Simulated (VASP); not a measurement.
Output of a VASP run:

**OSZICAR**
```
       N       E                     dE             d eps       ncg     rms          rms(c)
DAV:   1     0.911932120375E+02    0.91193E+02   -0.77565E+03   840   0.121E+03
DAV:   2     0.567508115491E-01   -0.91136E+02   -0.83504E+02  1220   0.194E+02
DAV:   3    -0.455768234502E+01   -0.46144E+01   -0.45831E+01  1032   0.490E+01
DAV:   4    -0.458714348544E+01   -0.29461E-01   -0.29443E-01   964   0.442E+00
DAV:   5    -0.458738462019E+01   -0.24113E-03   -0.24111E-03  1016   0.353E-01    0.573E+00
DAV:   6    -0.436900425388E+01    0.21838E+00   -0.32046E-01   912   0.415E+00    0.314E+00
DAV:   7    -0.433233439733E+01    0.36670E-01   -0.17393E-01   932   0.294E+00    0.887E-01
DAV:   8    -0.433075122928E+01    0.15832E-02   -0.17909E-02   944   0.104E+00    0.880E-02
DAV:   9    -0.433059016700E+01    0.16106E-03   -0.59580E-04   968   0.217E-01    0.436E-02
DAV:  10    -0.433056771431E+01    0.22453E-04   -0.23922E-04   944   0.102E-01    0.329E-02
DAV:  11    -0.433056216811E+01    0.55462E-05   -0.43097E-05   892   0.515E-02    0.729E-03
DAV:  12    -0.433056185283E+01    0.31528E-06   -0.23273E-06   900   0.145E-02
   1 F= 0.73336699E+01 E0= 0.73336699E+01  d E =0.733367E+01
```

OUTCAR:
```
------------------------ aborting loop because EDIFF is reached ----------------------------------------
  FORCE on cell =-STRESS in cart. coord.  units (eV):
  Direction    XX          YY          ZZ          XY          YZ          ZX
  --------------------------------------------------------------------------------------
  Total       11.6777810     11.6777810     11.6777810     -0.0000000     -0.0000000     -0.0000000
  in kB      450.5227226    450.5227226    450.5227226     -0.0000000     -0.0000000     -0.0000000
  external PRESSURE =       0.5227226 kB  Pullay stress =     450.0000000 kB
  volume of cell :       41.53
      direct lattice vectors                 reciprocal lattice vectors
     3.462991317  0.000000000  0.000000000     0.288767689  0.000000000  0.000000000
     0.000000000  3.462991317  0.000000000     0.000000000  0.288767689  0.000000000
     0.000000000  0.000000000  3.462991317     0.000000000  0.000000000  0.288767689
 POSITION                                       TOTAL-FORCE (eV/Angst)
 -----------------------------------------------------------------------------------
      0.00000      0.00000      0.00000         0.000000      0.000000      0.000000
      1.73150      1.73150      1.73150         0.000000      0.000000      0.000000
 -----------------------------------------------------------------------------------
    total drift:                                0.000000      0.000000      0.000000
  FREE ENERGIE OF THE ION-ELECTRON SYSTEM (eV)
  ---------------------------------------------------
  free  energy   TOTEN  =        -4.3305618528 eV

  energy  without entropy=       -4.3305618528  energy(sigma->0) =       -4.33056185
  enthalpy is  TOTEN    =         7.3336698803 eV   P V=       11.6642317332

 reached required accuracy - stopping structural energy minimisation
```
(Selected blocks of OUTCAR.)

### POSCAR
```
CsBr
1
    3.4629913169     0.0000000000    -0.0000000000
   -0.0000000000     3.4629913169    -0.0000000000
    0.0000000000     0.0000000000     3.4629913169
Cs Br
1 1
Direct
  0.0000000000   0.0000000000   0.0000000000
  0.5000000000   0.5000000000   0.5000000000
```

Task: Write an INCAR and KPOINTS that could have produced this output.

Result: Several could match; the one computed here: the input of the run itself, LDA (Ceperley-Alder, Perdew-Zunger), plane waves, VASP's LDA PAW potentials (set 64).

### KPOINTS
```
kpoints
0
G
  8 8 8
0 0 0
```

**INCAR**
```
EDIFFG = -0.02   ! ionic stop
IBRION = 2
LCHARG = .False.
ISIF = 3
ISMEAR = 0
SIGMA = 0.05
LREAL = .False.
NELM = 100   ! most electronic steps
SYSTEM = CsBr
EDIFF = 1E-6   ! SCF stop (eV)
ENCUT = 500   ! plane-wave cut-off (eV)
LWAVE = .False.
LASPH = .True.   ! aspherical one-centre terms
LMAXMIX = 4   ! l cut-off of mixed one-centre charges
PSTRESS = 450
NSW = 40
ALGO = Normal   ! blocked Davidson
PREC = Accurate
```

POTCAR, in this order: Cs_sv Br (LDA.64 set). Program: vasp_std.

The compound is CsBr in the CsCl type structure. It was relaxed first under an external pressure of 45 GPa.
